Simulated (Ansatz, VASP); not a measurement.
**Ti in VASP and in Ansatz**

```
CELL_PARAMETERS angstrom
4.50565 0.00000 0.00000
-2.25282 3.90200 0.00000
0.00000 0.00000 2.78805
ATOMIC_POSITIONS crystal
Ti 0.66667 0.33333 0.50000
Ti 0.33333 0.66667 0.50000
Ti 0.00000 0.00000 0.00000
```

Change from the starting cell: volume scaled by 0.96.

Alike in both runs: task single point; functional LDA; k mesh 7 × 7 × 9; occupations fermi-dirac, width 0.05 eV; no spin polarisation.

|  | VASP | Ansatz |
| --- | --- | --- |
| version | VASP 6.6.1 | Ansatz 0.2.0 |
| potentials or method | VASP PAW LDA potentials, release 64 (Ti_sv), cutoff 520 eV | all-electron LAPW, scalar-relativistic |

```csv
,VASP,Ansatz,Ansatz less VASP
gap on the k mesh at the Fermi level (eV),none,none,-
pressure (GPa),-3.8,-3.7,+0.09
largest component of the traceless stress (GPa),0.48,0.49,+0.012
```

A gap of «none» marks a metal or a gap that the smearing closes. Ansatz ran all-electron here, so the differences hold the error of VASP's frozen core and of both bases.
